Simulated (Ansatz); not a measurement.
# Screening in BaS (Fm-3m)

How strongly does BaS (Fm-3m) screen? Routes: perturbation theory, a sum over states and the RPA step of G0W0.

Method: linear response on PBE, plane waves, PAW, in Ansatz 0.2.0.

### Step 1. Starting point

It takes space group Fm-3m (No. 225, cubic). The conventional cell has a = 6.388 Å, b = 6.388 Å, c = 6.388 Å, α = 90.00°, β = 90.00°, γ = 90.00°. Ba has 6 S at 3.19 Å nearest. S has 6 Ba at 3.19 Å nearest. Farther neighbours and most contacts between anions are not listed.

The cell and positions come from the Crystallography Open Database and are kept as given unless a step says otherwise. Spin-orbit coupling is left out unless a step names it.

### Step 2. Response to a homogeneous field

The response to a uniform field gives ε∞, a yardstick for the screening that GW builds on its mesh.

This step: dielectric response by perturbation theory, PBE, plane waves, PAW; PAW set soft_1.

input.yaml reads:

```yaml
crystal:
  lattice:
    - [0.0, 3.19375, 3.19375]
    - [3.19375, 0.0, 3.19375]
    - [3.19375, 3.19375, 0.0]
  atoms:
    - { symbol: Ba, position: [0.0, 0.0, 0.0] }
    - { symbol: S, position: [0.5, 0.5, 0.5] }
kpoints:
  mp_grid: { grid: [6, 6, 6] }
hamiltonian:
  xc: pbe
  pseudopotentials: { kind: paw, azcp: { folder: soft_1 } }
scf:
  occupations: { method: fixed }
dielectric: {}
```

Run with:

```bash
> ansatz run input.yaml --threads 24 --pin off --max-ram 82944MiB --backend cuda --events-out ev --progress --plain --runs-dir out --devices 1 --max-vram 78GiB
```

Numbers of over 12 decimals in the logs are rounded to 6 here.

Log:

```text
GPUs: using 1 of 1 available (devices: 1).
Engine: ansatz 0.2.0, aarch64-unknown-linux-gnu
Pseudopotentials: kind: paw
Pseudopotential: Ba, paw, valence charge 10, recommended cutoff 420 eV (normal), soft_1/Ba.paw.azcp
Pseudopotential: S, paw, valence charge 6, recommended cutoff 420 eV (normal), soft_1/S.paw.azcp
Functional definition: PBE
  parameter kappa = 0.804
  parameter beta = 0.066725
  exchange = pbe_x(kappa = kappa, mu = beta*pi^2/3)
  correlation = pbe_c(beta = beta)
device memory: the entry about to start is reckoned to put 0.7 GiB on a device that reports 178.5 GiB free (of which the cap on the GPU budget leaves the run 78.0 GiB)
GPU FFT provider: cuFFT
GPU libraries: cuBLAS 13.8.1, cuFFT 12.4.0, cuSOLVER 12.3.2
GPU matrix products: emulated (plane waves: as basis.precision tells), large ones in fixed point in workspaces of 1.00 GiB
Crystal: 2 atoms, lattice volume = 65.153 Å³
Basis set: ecut = 420 eV, 1243 PW (Γ), exchange–correlation on 64×64×64 points (8 copies of the dense FFT grid, shifted against one another)
Bands: 12, of which v1, the nominal top of the filled ones, is band 8 counted from 1 (7 counted from 0)
Symmetry: 48 space group operations
k-points: 30 of 216 (irreducible under 8 space group operations, time reversal used)
Non-local potential: Ba, projectors of the file, l = 0: 3, l = 1: 2, l = 2: 2, l = 3: 2
Non-local potential: S, projectors of the file, l = 0: 2, l = 1: 2, l = 2: 1
PAW form: soft (Blöchl's): semilocal exchange-correlation on the pseudo side does not see the compensation charge
PAW one-centre angular grid: Ba, 194 points (default); XC on 64 Gauss nodes
PAW one-centre angular grid: S, 110 points (default); XC on 64 Gauss nodes
Initial density: superposition of atomic densities (chi_scale 0.1, normalization cell, long waves kept (reshape's long-wave potential 0.00 eV rms))
Initial wavefunctions: pseudopotential atomic-orbital guess
GPU buffer pool allocated for 32768 grid points (all kernels)
GPU transforms: local potential and band sums: pruned to the plane-wave sphere, on 32×32×32
Functional: x = pbe(κ = 0.804, μ = 0.219515), c = pbe(β = 0.066725)
SCF iter   1: F=—  HF=-6856.112837 eV  |F-HF|=—  |Δ(HF+E_count)|=         —  Δρ=2.17e-2  dr2=5.00e-1  ethr=3.10e-3  ⟨swp⟩=5.8  Hψ=2128  notcnv=0  defer=44
preconditioner: auto → none  [insulator: Δε(μ)=1.834 eV  Ē_g=11.922 eV  n_scr=14 (ndim 8)  ℏωp=17.2 eV  f_vac=0.000  ε∞_Penn≈3.1]
SCF iter   2: F=—  HF=-6856.008421 eV  |F-HF|=—  |Δ(HF+E_count)|=   1.04e-1  Δρ=9.08e-3  dr2=9.62e-2  ethr=3.10e-3  ⟨swp⟩=4.0  Hψ=949  notcnv=0  defer=55
SCF iter   3: F=—  HF=-6856.014875 eV  |F-HF|=—  |Δ(HF+E_count)|=   6.45e-3  Δρ=4.92e-3  dr2=1.71e-2  ethr=6.01e-4  ⟨swp⟩=2.0  Hψ=514  notcnv=0  defer=54
SCF iter   4: F=—  HF=-6856.020066 eV  |F-HF|=—  |Δ(HF+E_count)|=   5.19e-3  Δρ=8.96e-4  dr2=8.48e-4  ethr=1.07e-4  ⟨swp⟩=2.1  Hψ=521  notcnv=0  defer=56
SCF iter   5: F=—  HF=-6856.020646 eV  |F-HF|=—  |Δ(HF+E_count)|=   5.79e-4  Δρ=1.24e-4  dr2=8.33e-6  ethr=5.30e-6  ⟨swp⟩=3.0  Hψ=600  notcnv=0  defer=56
SCF iter   6: F=—  HF=-6856.020672 eV  |F-HF|=—  |Δ(HF+E_count)|=   2.63e-5  Δρ=3.08e-5  dr2=1.38e-6  ethr=5.20e-8  ⟨swp⟩=2.0  Hψ=580  notcnv=0  defer=47
SCF iter   7: F=—  HF=-6856.020692 eV  |F-HF|=—  |Δ(HF+E_count)|=   1.98e-5  Δρ=3.67e-6  dr2=1.74e-8  ethr=8.65e-9  ⟨swp⟩=2.3  Hψ=501  notcnv=0  defer=11
SCF iter   8: F=-6856.020692 eV  HF=-6856.020692 eV  |F-HF|=3.73e-11  |Δ(HF+E_count)|=   2.40e-9  Δρ=2.86e-7  dr2=7.36e-11  ethr=1.00e-12  ⟨swp⟩=5.5  Hψ=2798  notcnv=0
SCF 1 converged in 8 iterations: F = -6856.020692 eV  dr2 = 7.36e-11
  greatest PAW one-centre occupation: 0.955 electrons in one spin orbital (limit 2), on the Ba atom at site 0 (counted from 0), in its partial waves of l = 0
the response reads at least the filled bands of the reference SCF and the lowest empty band at each k-point, and that SCF's band table does not vouch for those bands. The notice of the band table in this run's record says why
device memory: the entry about to start is reckoned to put 0.3 GiB on a device that reports 176.0 GiB free (of which the cap on the GPU budget leaves the run 78.0 GiB)
NSCF: frozen V_eff on 1 k-points
device memory: the entry about to start is reckoned to put 0.3 GiB on a device that reports 176.0 GiB free (of which the cap on the GPU budget leaves the run 78.0 GiB)
NSCF: frozen V_eff on 1 k-points
device memory: the entry about to start is reckoned to put 0.1 GiB on a device that reports 176.0 GiB free (of which the cap on the GPU budget leaves the run 78.0 GiB)
device memory: the entry about to start is reckoned to put 4.5 GiB on a device that reports 176.0 GiB free (of which the cap on the GPU budget leaves the run 78.0 GiB)
DFPT response loops at Γ: preconditioner auto → none (the input reference at scf.mixing.eps_inf says where Resta's filter doesn't serve); β = 0.50; Broyden in place of MSR1
── the response to a field inside a basis, on 6×6×6 k-points: an SCF that follows is theirs, and a resumed run solves both again ──
device memory: the entry about to start is reckoned to put 0.2 GiB on a device that reports 175.8 GiB free (of which the cap on the GPU budget leaves the run 78.0 GiB)
GPU FFT provider: cuFFT
GPU libraries: cuBLAS 13.8.1, cuFFT 12.4.0, cuSOLVER 12.3.2
GPU matrix products: emulated (plane waves: as basis.precision tells), large ones in fixed point in workspaces of 1.00 GiB
Bands: 9, of which v1, the nominal top of the filled ones, is band 8 counted from 1 (7 counted from 0)
k-points: 28 of 216 (irreducible under 12 space group operations)
Initial density: handed on by an earlier stage of this run
Initial wavefunctions: pseudopotential atomic-orbital guess (no wavefunctions were taken with the density)
GPU buffer pool allocated for 32768 grid points (all kernels)
GPU transforms: band sums: pruned to the plane-wave sphere, on 32×32×32
Eigensolver: Dense (28 Hₖ)
SCF iter   1: F=—  HF=-6856.019365 eV  |F-HF|=—  |Δ(HF+E_count)|=         —  Δρ=3.76e-5  dr2=3.35e-7  ethr=1.00e-1
preconditioner: auto → none  [insulator: Δε(μ)=2.464 eV  Ē_g=10.348 eV  n_scr=14 (ndim 8)  ℏωp=17.2 eV  f_vac=0.000  ε∞_Penn≈3.8]
SCF iter   2: F=-6856.019367 eV  HF=-6856.019366 eV  |F-HF|=4.09e-7  |Δ(HF+E_count)|=   1.22e-6  Δρ=2.01e-5  dr2=6.13e-8  ethr=2.09e-9
SCF 1 converged in 2 iterations: F = -6856.019367 eV  dr2 = 6.13e-8
  greatest PAW one-centre occupation: 0.956 electrons in one spin orbital (limit 2), on the Ba atom at site 0 (counted from 0), in its partial waves of l = 0
device memory: the entry about to start is reckoned to put 0.1 GiB on a device that reports 175.8 GiB free (of which the cap on the GPU budget leaves the run 78.0 GiB)
device memory: the entry about to start is reckoned to put 0.4 GiB on a device that reports 175.7 GiB free (of which the cap on the GPU budget leaves the run 77.9 GiB)
DFPT response loops at Γ: mixed as the last ones told, above
SCF converged after 8 iterations
Free energy (F): -6856.020692 eV
Harris-Foulkes:  -6856.020692 eV  (|F-HF|=3.73e-11)
Internal energy: -6856.020692 eV  (E = F + TS)
E sigma→0 (E₀):  -6856.020692 eV
Fermi energy:    5.803663 eV
--- Per-component energies (eV) ---
  E_band       = -50.713671
  E_kinetic    = 265.773347
  E_local      = -433.876815  (includes V_loc(G=0)·N_el)
  E_nonlocal   = 127.504725
  E_hartree    = 126.782476
  E_xc         = -288.104760
  E_vxc        = -212.072509  (∫ρ·V_xc dr)
  E_paw        = -5803.862098  (= ΣΔE_a)
  E_vpaw       = -51.607512  (= ΣTr[D̂ρ^β])
  E_aug_tail   = -0.000002  (compensation charges beyond the density's cutoff)
  E_ewald      = -850.237565
  E_smearing   = -0.000000  (= −TS)
  E_closure    = 0.000000  (closes the sum)
  Σ components = -6856.020692   (vs F -6856.020692, Δ=0.00e0)
--- Band table (eV; the first three rows and the last of 30) ---
  k-point 0: bands = [... 4 lower, -4.4856, 5.8037, 5.8037, 5.8037, 9.4928, 9.7699, 9.7699, 9.7699]
  k-point 1: bands = [... 4 lower, -3.9967, 5.1848, 5.4887, 5.4887, 9.7694, 10.1560, 10.1560, 10.4521]
  k-point 2: bands = [... 4 lower, -3.4470, 4.3060, 4.9959, 4.9959, 10.2680, 11.2000, 11.2000, 11.9112]
  k-point 29: bands = [... 4 lower, -3.9617, 4.9604, 5.3482, 5.4768, 9.0546, 11.3088, 12.0657, 12.8279]
--- Dielectric response (ions clamped): 3 representative field directions + reference, inside a basis on a mesh of 216 k-points (Σ response iterations 12) ---
  ε∞ (high-frequency dielectric tensor):
        4.787465    -0.000000    -0.000000
       -0.000000     4.787465     0.000000
       -0.000000     0.000000     4.787465
  Born effective charges Z* (e; rows j = field, columns β = displacement):
    site 0:
         2.60849   -0.00000    0.00000
        -0.00000    2.60849   -0.00000
         0.00000   -0.00000    2.60849
    site 1:
        -2.60849    0.00000   -0.00000
         0.00000   -2.60849    0.00000
        -0.00000    0.00000   -2.60849
  Z* charge neutrality: 3.383e-3 e pre-enforcement
  solved inside a basis spanned on kpoints, on 6×6×6 k-points, its susceptibility summed on 10×10×10: ε∞ is read to err by 1.4e-2, Z* by 1.3e-2 e (field_mesh: kpoints solves on kpoints); Z* is corrected for what the basis lacks
```

Run time: 3.1 s. Hardware: 1 × NVIDIA GB200 (shared by 2 runs) with 24 threads of Arm Neoverse V2, shared host; peak memory 1.1 GiB; 21 s of CPU time.

In the SCF lines HF is the Harris–Foulkes energy and dr2 the Hartree energy of the density residual, in eV; the loop may stop once dr2 is under the threshold and the program's other checks hold. Hψ counts applications of the Hamiltonian.

This step gave:

```yaml
stated_error_of_eps_infinity: 0.014
```

One over ε∞ averages 0.21, somewhat under the quarter of exact exchange in PBE0.

High-frequency dielectric tensor:

```
4.79 0.00 0.00
0.00 4.79 0.00
0.00 0.00 4.79
```

Born effective charge (e), principal values of the symmetric part by kind of site:

| atom | atoms with these values | low | middle | high | mean |
| --- | --- | --- | --- | --- | --- |
| Ba1 | 1 | 2.61 | 2.61 | 2.61 | 2.61 |
| S2 | 1 | -2.61 | -2.61 | -2.61 | -2.61 |

In full for Ba1:

```
2.61 0.00 0.00
0.00 2.61 0.00
0.00 0.00 2.61
```

### Step 3. Independent-particle spectrum

The independent-particle spectrum shows where the oscillator strength lies, before excitons and local fields.

This step: independent-particle optics on PBE, plane waves, PAW; PAW set soft_1.

input.yaml: that of step 2 with these lines changed.

```diff
@@ -15,2 +15,4 @@
   occupations: { method: fixed }
-dielectric: {}
+  n_extra_bands: 44
+output:
+  optics: { e_range: [0, 25], de: 0.1, sigma: 0.2 }
```

Log:

```text
[...]
GPUs: using 1 of 1 available (devices: 1).
[...]
GPU FFT provider: cuFFT
GPU libraries: cuBLAS 13.8.1, cuFFT 12.4.0, cuSOLVER 12.3.2
[...]
Crystal: 2 atoms, lattice volume = 65.153 Å³
Basis set: ecut = 420 eV, 1243 PW (Γ)
Bands: 52, of which v1, the nominal top of the filled ones, is band 8 counted from 1 (7 counted from 0)
[... 1 set-up line as in the run before ...]
[...]
k-points: 16 of 216
[...]
GPU buffer pool allocated for 32768 grid points (all kernels)
[...]
SCF iter   1: F=—  HF=-6856.113214 eV  |F-HF|=—  |Δ(HF+E_count)|=         —  Δρ=2.16e-2  dr2=4.98e-1  ethr=3.10e-3  ⟨swp⟩=4.0  Hψ=2985  notcnv=0  defer=651
[...]
SCF iter   9: F=-6856.020714 eV  HF=-6856.020714 eV  |F-HF|=4.55e-12  |Δ(HF+E_count)|=  1.56e-10  Δρ=2.88e-8  dr2=3.44e-13  ethr=1.00e-12  ⟨swp⟩=12.5  Hψ=6973  notcnv=0
SCF 1 converged in 9 iterations: F = -6856.020714 eV  dr2 = 3.44e-13
[...]
Optics k sum: 0 of 16 k-points
Optics k sum: 1 of 16 k-points
[...]
Optics k sum: 16 of 16 k-points
[...]
SCF converged after 9 iterations
Free energy (F): -6856.020714 eV
[...]
Internal energy: -6856.020714 eV  (E = F + TS)
E sigma→0 (E₀):  -6856.020714 eV
Fermi energy:    5.803659 eV
[...]
--- Band table (eV; the first three rows and the last of 16) ---
  k-point 0: bands = [... 4 lower, -4.4856, 5.8037, 5.8037, 5.8037, 9.4928, 9.7699, 9.7699, 9.7699, ... 40 higher]
  k-point 1: bands = [... 4 lower, -3.9967, 5.1848, 5.4887, 5.4887, 9.7694, 10.1560, 10.1560, 10.4521, ... 40 higher]
  k-point 2: bands = [... 4 lower, -3.4470, 4.3060, 4.9959, 4.9959, 10.2680, 11.2000, 11.2000, 11.9112, ... 40 higher]
  k-point 15: bands = [... 4 lower, -3.9617, 4.9604, 5.3482, 5.4768, 9.0546, 11.3088, 12.0657, 12.8279, ... 40 higher]
```

Elapsed: 2.5 s, on 1 × NVIDIA GB200 (shared by 2 runs) with 24 threads; peak memory 1.4 GiB.

This step gave:

```
ε∞ without local fields (xx, yy, zz)                                   : 5.225, 5.225, 5.225
electrons in the f-sum (xx, yy, zz)                                    : 15.23, 15.23, 15.23
bands in the explicit sum (the static value is completed to all bands) : 52
```

The sum gives ε∞ = 5.22 without local fields.

Independent particles, no local fields, Gaussian width 0.2 eV. Table of ε₂, xx=yy=zz by photon energy; read off at these points:

| photon energy (eV) | ε₂, xx=yy=zz |
| --- | --- |
| 1.0 | 0 |
| 2.0 | 0.00940 |
| 3.0 | 2.02 |
| 4.0 | 3.28 |
| 5.0 | 4.97 |
| 6.0 | 7.60 |
| 6.7 | 8.10 |
| 7.0 | 6.50 |
| 8.0 | 3.60 |
| 9.0 | 2.09 |
| 10.0 | 1.25 |
| 11.0 | 0.533 |
| 12.0 | 0.487 |
| 13.0 | 1.33 |
| 14.0 | 1.73 |
| 15.0 | 2.06 |
| 16.0 | 1.77 |
| 17.0 | 2.21 |
| 17.6 | 2.99 |
| 18.0 | 2.28 |
| 19.0 | 1.17 |
| 20.0 | 0.851 |
| 21.0 | 0.795 |
| 22.0 | 0.254 |
| 23.0 | 0.202 |
| 24.0 | 0.213 |
| 25.0 | 0.206 |

Independent particles, no local fields, Gaussian width 0.2 eV. Table of loss function, xx=yy=zz by photon energy; read off at these points:

photon energy (eV), loss function, xx=yy=zz and a bar:
```
     2.00       0.00 
     2.50       0.02 
     3.00       0.04 
     3.50       0.05 
     4.00       0.06 
     4.50       0.07 
     5.00       0.07 
     5.50       0.09 
     6.00       0.11 #
     6.50       0.12 #
     7.00       0.15 #
     7.50       0.17 #
     8.00       0.23 #
     8.50       0.34 ##
     9.00       0.46 ##
     9.50       0.41 ##
    10.00       0.67 ###
    10.50       1.15 ######
    11.00       1.58 ########
    11.50       0.56 ###
    12.00       0.18 #
    12.50       0.32 ##
    13.00       0.42 ##
    13.50       0.32 ##
    14.00       0.31 ##
    14.50       0.35 ##
    15.00       0.40 ##
    15.50       0.47 ##
    16.00       0.45 ##
    16.50       0.40 ##
    17.00       0.41 ##
    17.50       0.33 ##
    18.00       0.40 ##
    18.50       0.46 ##
    19.00       0.53 ###
    19.50       0.91 #####
    20.00       0.92 #####
    20.50       1.26 ######
    21.00       0.97 #####
    21.50       1.22 ######
    22.00       1.68 #########
    22.50       5.73 #############################
    22.60       5.83 ##############################
    23.00       4.09 #####################
    23.50       2.79 ##############
    24.00       3.42 ##################
    24.50       1.77 #########
    25.00       2.21 ###########
```

Independent particles, no local fields, Gaussian width 0.2 eV. Table of ε₁, xx=yy=zz by photon energy:

| photon energy (eV) | ε₁, xx=yy=zz |
| --- | --- |
| 0 | 5.22 |
| 1 | 5.39 |
| 2 | 6.23 |
| 3 | 6.57 |
| 4 | 6.57 |
| 5 | 6.68 |
| 6 | 3.37 |
| 7 | -0.923 |
| 8 | -1.63 |
| 9 | -0.459 |
| 10 | -0.554 |
| 11 | 0.233 |
| 12 | 1.57 |
| 13 | 1.18 |
| 14 | 1.60 |
| 15 | 0.960 |
| 16 | 0.888 |
| 17 | 0.746 |
| 18 | -0.709 |
| 19 | -0.926 |
| 20 | -0.443 |
| 21 | -0.430 |
| 22 | -0.295 |
| 23 | 0.0934 |
| 24 | 0.130 |
| 25 | 0.225 |

### Step 4. RPA screening from the G0W0 run

Now the one-shot GW correction: screening in the RPA, then the self-energy of the levels asked for. This step takes PAW set soft_1 files.

This step: G0W0 on PBE, plane waves, PAW; PAW set soft_1.

input.yaml, the sections that differ from step 3:

```yaml
kpoints:
  mp_grid: { grid: [4, 4, 4] }
scf:
  occupations: { method: fixed }
gw:
  n_empty_bands: 418
  ecut_chi: 200.0
  qp_bands: [v2, c2]
  qp_kpoints: band_edges
  screening: { model: contour_deformation }
# crystal, hamiltonian: as in step 3
# output: removed
```

Log:

```text
GPUs: using 1 of 1 available (devices: 1).
[...]
GPU FFT provider: cuFFT
GPU libraries: cuBLAS 13.8.1, cuFFT 12.4.0, cuSOLVER 12.3.2
[...]
Crystal: 2 atoms, lattice volume = 65.153 Å³
Basis set: ecut = 420 eV, 1243 PW (Γ)
Bands: 12, of which v1, the nominal top of the filled ones, is band 8 counted from 1 (7 counted from 0)
[... 1 set-up line as in the run before ...]
[...]
k-points: 8 of 64
[...]
2    10     11.4422    -6.9739    -4.5253   -11.9418  0.7603    11.8898    11.8848  root
[...]
7     7      5.3850   -17.2865     2.0823   -14.0996  0.7521     4.2530     4.2803  root
     7     8      5.3850   -17.2865     2.0823   -14.0996  0.7521     4.2530     4.2803  root
     7     9     10.1022    -5.7881    -4.1115   -10.3166  0.7869    10.5210    10.5191  root
     7    10     10.1022    -5.7881    -4.1115   -10.3166  0.7869    10.5210    10.5191  root
[key lines of the parts left out:]
SCF converged after 7 iterations
Free energy (F): -6856.016641 eV
Fermi energy:    5.808615 eV
```

Run time: 2.6 s. Hardware: 1 × NVIDIA GB200 (shared by 2 runs) with 24 threads; peak memory 1.5 GiB; 7.8 s of CPU time.

Numbers from this step:

| Property | Result |
| --- | --- |
| bands summed | 426 |
| RPA ε∞ on this mesh (eigenvalues) | 4.644, 4.644, 4.644 |
| plane waves in the screening matrix | 411 |
| G0W0 gap on the mesh | 3.516 eV |
| k of the valence top | 0, 0, 0 |
| k of the conduction bottom | 0, -0.5, -0.5 |
| starting gap on the mesh | 2.202 eV |
| least direct G0W0 gap on the computed points | 3.644 eV |

The gap on the mesh goes from 2.20 eV to 3.52 eV, a correction of +1.31 eV. Between the two edge states, bare exchange in place of the xc potential would open the gap by 6.91 eV, and correlation takes back 5.59 eV.

Mean over the mesh in bins of 0.25 1/Å. The static inverse dielectric function, diagonal by length of q+G:

| length of q+G (Å⁻¹) | static inverse dielectric function, diagonal |
| --- | --- |
| 0.45 | 0.281 |
| 0.79 | 0.349 |
| 1.07 | 0.426 |
| 1.25 | 0.473 |
| 1.50 | 0.541 |
| 1.76 | 0.612 |
| 1.98 | 0.661 |
| 2.23 | 0.716 |
| 2.49 | 0.762 |
| 2.75 | 0.798 |
| 2.99 | 0.828 |
| 3.25 | 0.855 |
| 3.52 | 0.879 |
| 3.76 | 0.898 |
| 4.00 | 0.914 |
| 4.26 | 0.929 |
| 4.50 | 0.940 |
| 4.74 | 0.950 |
| 4.99 | 0.958 |
| 5.25 | 0.966 |
| 5.51 | 0.972 |
| 5.74 | 0.976 |
| 6.01 | 0.981 |
| 6.26 | 0.984 |
| 6.49 | 0.987 |
| 6.75 | 0.990 |
| 7.01 | 0.992 |
| 7.19 | 0.993 |

### Step 5. The values together

Times are wall times on 1 × NVIDIA GB200 (shared by 2 runs) with 24 threads of Arm Neoverse V2, shared host, good to a factor of about two.

| method | mesh | ε∞, low | middle | high | mean | time |
| --- | --- | --- | --- | --- | --- | --- |
| perturbation theory (local fields and xc kernel) | 6×6×6 (response on 216 points) | 4.79 | 4.79 | 4.79 | 4.79 | 3.1 s |
| sum over states (no local fields) | 6×6×6 | 5.22 | 5.22 | 5.22 | 5.22 | 2.5 s |
| RPA with local fields, on the GW mesh | 4×4×4 | 4.64 | 4.64 | 4.64 | 4.64 | 2.6 s |

### Step 6. Outcome

| Item | Value |
| --- | --- |
| perturbation theory (local fields and xc kernel) | 4.79, 4.79, 4.79 |
| sum over states (no local fields) | 5.22, 5.22, 5.22 |
| RPA with local fields, on the GW mesh | 4.64, 4.64, 4.64 |

In words: Mean Born effective charge: Ba1 2.61, S2 -2.61 e. Distinct peaks of the ε₂, xx=yy=zz stand at 6.7 and 17.6 eV; the one at 6.7 eV is strongest. The most distinct maxima of the loss function, xx=yy=zz lie at 11.0, 22.6 and 24.0 eV, the highest at 22.6 eV. The sum without local fields gives 5.22 in the mean against 4.79 by perturbation theory; local fields lower ε∞ and the xc kernel gives part of it back, though the sum also carries the error of its own mesh. The RPA values on the 4×4×4 mesh average 0.97 times those of perturbation theory (means 4.64 and 4.79). Without the xc kernel RPA should lie a little lower, and the mean does, by little. PBE usually puts the gap too low, which tends to raise ε∞. Ions are clamped, so the lattice part of the static constant is not in these numbers.

[Paths, hosts, dates, memory and timing lines, banners, echoed tables and standing remarks are left out of the program output.]

[Logs are printed without paths, hosts, clocks, repeated set-up lines and the standing remarks that a program may print on its own settings, such as how far it seeks lower states.]

[Runs of the session that timed out or met a known fault of the program may be left out.]

[Cells called generated may have been cut or substituted from an entry of the Crystallography Open Database or the Materials Project.]

[Hosts, paths, dates, database ids (printed as entryN), source tags and the programs' standing remarks are cut or masked in the printed files.]
